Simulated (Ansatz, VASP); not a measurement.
## One calculation of Sr, two programs

```
CELL_PARAMETERS angstrom
3.24463 0.00000 0.00000
-1.62232 2.80993 0.00000
0.00000 0.00000 10.55756
ATOMIC_POSITIONS crystal
Sr 0.00000 0.00000 0.00000
Sr 0.00000 0.00000 0.50000
Sr 0.33333 0.66667 0.25000
Sr 0.66667 0.33333 0.75000
```

Alike in both runs: functional LDA; k mesh 9 × 9 × 5; occupations fermi-dirac, width 0.05 eV; no spin polarisation.

Ansatz relaxed the structure, and its values are those at the end. VASP's run is a single point on that final structure, the one shown.

```csv
,VASP,Ansatz
version,VASP 6.6.1,Ansatz 0.2.0
potentials or method,"VASP PAW LDA potentials, release 64 (Sr_sv)","PAW with Ansatz's default frozen-core files, scalar-relativistic"
plane-wave cutoff (eV),520,420
valence electrons in the cell,40,40
```

|  | VASP | Ansatz | Ansatz less VASP |
| --- | --- | --- | --- |
| pressure (GPa) | 25.3 | 25.0 | -0.32 |

Caveats: so large a pressure means that the cell lies far from this level's equilibrium, or that cutoff or potentials fall short (VASP).
